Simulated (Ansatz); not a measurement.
**V: one contact scaled**

The task here is to estimate one member of a computed series from the others.

Method: DFT PBE, with the methods named in each step, in Ansatz 0.2.0.

1 further run of the same task is left out (for a known fault of the program). Runs told in other sessions of the task aren't counted.

**The starting structure**

The structure is hexagonal, space group P6_3/mmc (No. 194). Conventional cell: a = 2.678 Å, b = 2.678 Å, c = 4.339 Å, α = 90.00°, β = 90.00°, γ = 120.00°. V (site symmetry -6m2) is surrounded by 12 V at 2.66 to 2.68 Å.

Coordinates:

```cif
data_structure
_symmetry_space_group_name_H-M 'P 1'
_symmetry_Int_Tables_number 1
_cell_length_a 2.6784
_cell_length_b 2.6784
_cell_length_c 4.3390
_cell_angle_alpha 90.000
_cell_angle_beta 90.000
_cell_angle_gamma 120.000
_cell_volume 26.96
loop_
_atom_site_label
_atom_site_type_symbol
_atom_site_fract_x
_atom_site_fract_y
_atom_site_fract_z
_atom_site_occupancy
V1 V 0.33333 0.66667 0.25000 1
V2 V 0.66667 0.33333 0.75000 1
```

Atoms are numbered in the order of the input: V1, V2.

The first run:

input.yaml reads:

```yaml
crystal:
  lattice:
    - [2.678366065, 0.0, 0.0]
    - [-1.3391830325, 2.3195330529, 0.0]
    - [0.0, 0.0, 4.3389530253]
  atoms:
    - { symbol: V, position: [0.3333333333, 0.6666666667, 0.25] }
    - { symbol: V, position: [0.6666666667, 0.3333333333, 0.75] }
kpoints:
  mp_grid: { grid: [13, 13, 7] }
scf:
  occupations: { method: fermi_dirac, width: 0.05 }
hamiltonian:
  xc: pbe
  pseudopotentials: { kind: all_electron, lapw: { basis_error: 0.001 } }
output:
  forces: true
  stress: true
  eigenvalues: true
  populations: true
```

Launch:

```
$ ansatz run input.yaml --threads 1 --pin off --max-ram 2048MiB --backend cpu --events-out ev --progress --plain --runs-dir out
```

Steps of the session up to this table: The bond as given, LAPW; Shortest bond scaled by 1, crystal datasets; Shortest bond scaled by 0.88, LAPW; Shortest bond scaled by 0.82, LAPW; Shortest bond scaled by 0.82, norm-conserving; Shortest bond scaled by 0.76, LAPW; Shortest bond scaled by 0.7, LAPW; Shortest bond scaled by 0.7, crystal datasets.

One of the session's tables, all rows but one given; the rest of the session is left out.

| method | length (Å) | force along the bond (eV/Å) | pressure (GPa) | largest force (eV/Å) |
| --- | --- | --- | --- | --- |
| LAPW | 1.865 | 3.212 | 32.89 | 4.098 |
| LAPW | 2.025 | 2.552 | 24.64 | 3.243 |
| LAPW | 2.185 | 2.036 | 17.14 | 2.831 |
| LAPW | 2.344 | 1.680 | 10.95 | 2.408 |
| LAPW | 2.664 | 0.000 | 5.28 | 0.000 |
| PAW | 1.865 | 3.144 | 32.63 | 4.047 |
| PAW | 2.025 | 2.546 | 24.64 | 3.238 |
| PAW | 2.185 | ? | ? | ? |
| PAW | 2.344 | 1.678 | 10.98 | 2.406 |
| PAW | 2.664 | 0.000 | 5.32 | 0.000 |
| PAW (level accurate) | 1.865 | 3.224 | 32.94 | 4.109 |
| crystal datasets | 1.865 | 3.213 | 32.90 | 4.100 |
| crystal datasets | 2.664 | 0.000 | 5.29 | 0.000 |
| norm-conserving | 2.185 | 2.062 | 17.23 | 2.855 |

Q: Estimate the row for PAW, 2.185 from the others.

As computed: force along the bond (eV/Å): 2.035; pressure (GPa): 17.17; largest force (eV/Å): 2.829. In the column «force along the bond (eV/Å)» it lies between LAPW, 2.344 (1.680) and LAPW, 2.185 (2.036).

Caveats from the session: Rows by PAW come from runs of the same series that aren't printed here. Warnings in the runs' records: crystal datasets made.
